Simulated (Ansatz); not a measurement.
## InAs in Ansatz: the effect of exact exchange

InAs:

```xyz
2
Lattice="4.7312 0.0000 0.0000 -2.3656 4.0974 0.0000 0.0000 0.0000 2.9109" Properties=species:S:1:pos:R:3 pbc="T T T"
In    0.0000    0.0000    0.0000
As    2.3656    1.3658    0.0000
```

The cell was built by a generator and needn't be a form met in nature.

Alike in all runs:

* Program: Ansatz 0.2.0
* Task: single point
* Functional: HSE06 form with a typed share of exact exchange
* Potentials or basis: Ansatz PAW
* Cutoff: 420 eV (not typed: the program's choice for these potentials)
* k mesh: 4 × 4 × 5
* Occupations: fermi-dirac, width 0.05 eV
* Spin: no spin polarisation

```csv
exact exchange,pressure (GPa)
0.05,1.7
0.1,1.3
0.15,1.0
0.2,0.6
0.25,0.3
0.3,0.0
0.4,?
0.5,-1.1
```

Q: What does the run with exact exchange 0.4 give?

A: Pressure -0.6 GPa.

Worked out: A parabola through the other rows of the pressure, of slope -5.45 GPa per unit of exact exchange there, gives -0.6 GPa, against the run's -0.6.

Caveats: all runs use coarse meshes; the PAW data sets come from PBE, with cores solved anew for the run's functional, which leaves a small shift of forces and pressure; the thresholds are loose for stress.
